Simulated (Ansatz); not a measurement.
Crystal: Al.

```
Al
1.0
     0.00000    2.02481    2.02481
     2.02481    0.00000    2.02481
     2.02481    2.02481    0.00000
Al
1
Direct
  0.00000 0.00000 0.00000
```

Base run:

```yaml
Program: Ansatz 0.2.0
Functional: r2SCAN
Potentials_or_basis: Ansatz PAW
Cutoff: "500 eV (not typed: the program's choice for these potentials)"
k_mesh: 11 × 11 × 11
Occupations: fermi-dirac, width 0.05 eV
Spin: no spin polarisation
```

Its results: band gap on the k mesh none (metal or under the smearing width); pressure -3.4 GPa.

After a change of settings the same cell gave: band gap on the k mesh none (metal or under the smearing width); pressure 1.0 GPa. Which change was it?
A. functional from r2SCAN to PBEsol; cutoff from 500 eV (not typed: the program's choice for these potentials) to 420 eV (not typed: the program's choice for these potentials)
B. functional from r2SCAN to PBE; cutoff from 500 eV (not typed: the program's choice for these potentials) to 420 eV (not typed: the program's choice for these potentials); occupations from fermi-dirac, width 0.05 eV to gaussian, width 0.014 eV
C. functional from r2SCAN to RPBE; cutoff from 500 eV (not typed: the program's choice for these potentials) to 420 eV (not typed: the program's choice for these potentials)
D. functional from r2SCAN to PBE; cutoff from 500 eV (not typed: the program's choice for these potentials) to 420 eV (not typed: the program's choice for these potentials)

C.

Caveats: the PAW data sets come from PBE, with cores solved anew for the run's functional, which leaves a small shift of forces and pressure.
